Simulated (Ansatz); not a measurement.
TePb under changes of volume

One of the cells (33.730 Å³/atom); the others are scaled copies at fixed shape and fractional positions:

```
Pb Te
1.0
     0.00000    3.23100    3.23100
     3.23100    0.00000    3.23100
     3.23100    3.23100    0.00000
Pb Te
1 1
Direct
  0.00000 0.00000 0.00000
  0.50000 0.50000 0.50000
```

* Program: Ansatz 0.2.0
* Functional: r2SCAN
* Potentials or basis: Ansatz PAW
* Cutoff: 500 eV (not typed: the program's choice for these potentials)
* k mesh: 7 × 7 × 7
* Occupations: fermi-dirac, width 0.05 eV
* Spin: spin-orbit coupling, no magnetisation

| volume (Å³/atom) | energy over the lowest point (meV/atom) | pressure (GPa) |
| --- | --- | --- |
| 31.706 | 39.16 | 4.5 |
| 32.380 | 22.62 | 3.3 |
| 33.055 | 10.89 | 2.2 |
| 33.730 | 3.49 | 1.3 |
| 34.404 | 0.00 | 0.4 |
| 35.079 | ? | ? |
| 35.753 | 3.26 | -1.1 |

Task: What does the run at 35.079 Å³/atom give?

Result: Energy over the lowest point 0.04 meV/atom; pressure -0.4 GPa.

Worked out: A Birch-Murnaghan fit of order 3 (a polynomial in V^(-2/3)) to the other rows has its minimum at 34.73 Å³/atom with B0 = V·E''(V) = 41 GPa and B' = 4.3. It gives 0.04 meV/atom at 35.079 Å³/atom, against the run's 0.04, and -dE/dV = -0.4 GPa, against -0.4.

Energies are extrapolated to zero smearing.

Caveats: the PAW data sets come from PBE, with cores solved anew for the run's functional, which leaves a small shift of forces and pressure.
